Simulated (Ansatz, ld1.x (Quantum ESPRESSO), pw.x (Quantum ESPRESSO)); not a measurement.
**Te: does the TM potential hold in the solid?**

* Element: tellurium
* Generator: ld1.x (Quantum ESPRESSO) 7.5
* Type: norm-conserving Troullier–Martins (Kleinman–Bylander form)
* Functional: PBE
* Relativity: scalar-relativistic
* Frozen core: [Kr] 4d10
* Valence charge: 6
* Reference configuration: 5s1.75 5p4.25
* Partial waves: 5s (bound): rc 1.50 bohr; 5d channel at -0.05 Ry: rc 2.60 bohr; 5p (bound): rc 2.40 bohr
* Local potential: the p channel
* Core correction: none

Atomic tests: cutoffs needed: 50 Ry and 110 Ry (the cutoffs (Ry, on a coarse ladder) from which the occupation-weighted sum of valence levels, in a spherical-Bessel basis at the reference potential, stays within 10 and 1 mRy of its value at 400 Ry); ghost test: no extra level below or beside the all-electron valence levels (s, d, p, f tested) (spherical-Bessel basis up to 400 Ry, 20 bohr box); largest excitation error: +54 meV (all-electron minus pseudo) for 5s0 5p6, out of 7 test configurations.

Crystal test: sc Te in pw.x 7.5, no spin, 10³ k-points, Fermi–Dirac smearing 0.01 Ry, cutoffs 135/540 Ry. The lattice is a test structure that the element need not adopt, and mesh and smearing are coarse.

pw.x input:

```
&control
  calculation='scf', prefix='x', pseudo_dir='./', outdir='./tmp', tstress=.true., disk_io='none'
/
&system
  ibrav=0, nat=1, ntyp=1, ecutwfc=135, ecutrho=540, nbnd=10,
  occupations='smearing', smearing='fd', degauss=0.01
/
&electrons
  conv_thr=1e-09, mixing_beta=0.4, electron_maxstep=70
/
ATOMIC_SPECIES
Te 1.0 Te.UPF
CELL_PARAMETERS angstrom
  3.20519988 0.00000000 0.00000000
  0.00000000 3.20519988 0.00000000
  0.00000000 0.00000000 3.20519988
ATOMIC_POSITIONS crystal
Te 0.0000 0.0000 0.0000
K_POINTS automatic
10 10 10 0 0 0
```

```bash
pw.x < Te.scf.in > Te.scf.out
```

Question: How does the run end?

Answer: It converges; the pressure is -0.26 GPa against -0.11 GPa from all-electron LAPW.  The log shows:

```
     using ibrav=0 with symmetry is DISCOURAGED, use correct ibrav instead
     lattice parameter (alat)  =       6.0569  a.u.
     unit-cell volume          =     222.2092 (a.u.)^3
     number of electrons       =         6.00
     number of Kohn-Sham states=           10
     kinetic-energy cutoff     =     135.0000  Ry
     charge density cutoff     =     540.0000  Ry
     scf convergence threshold =      1.0E-09
     Exchange-correlation= PBE
     number of k points=    56  Fermi-Dirac smearing, width (Ry)=  0.0100
     iteration #  1     ecut=   135.00 Ry     beta= 0.40
     total energy              =     -16.35553514 Ry
     estimated scf accuracy    <       0.00130733 Ry
     iteration #  2     ecut=   135.00 Ry     beta= 0.40
     total energy              =     -16.35567614 Ry
     estimated scf accuracy    <       0.00045289 Ry
     iteration #  3     ecut=   135.00 Ry     beta= 0.40
     total energy              =     -16.35569581 Ry
     estimated scf accuracy    <       0.00000644 Ry
     iteration #  4     ecut=   135.00 Ry     beta= 0.40
     total energy              =     -16.35569628 Ry
     estimated scf accuracy    <       0.00000003 Ry
     iteration #  5     ecut=   135.00 Ry     beta= 0.40
     total energy              =     -16.35569629 Ry
     estimated scf accuracy    <          7.1E-09 Ry
     iteration #  6     ecut=   135.00 Ry     beta= 0.40
     the Fermi energy is     6.4581 ev
!    total energy              =     -16.35569629 Ry
     estimated scf accuracy    <          5.7E-11 Ry
     smearing contrib. (-TS)   =      -0.00257240 Ry
     The total energy is F=E-TS. E is the sum of the following terms:
     one-electron contribution =       3.17212547 Ry
     hartree contribution      =       0.90299065 Ry
     xc contribution           =      -3.56451980 Ry
     ewald contribution        =     -16.86372021 Ry
     convergence has been achieved in   6 iterations
          total   stress  (Ry/bohr**3)                   (kbar)     P=       -2.57
     Message from routine punch:
     Nothing written, as per user request (disk_io='none')
```
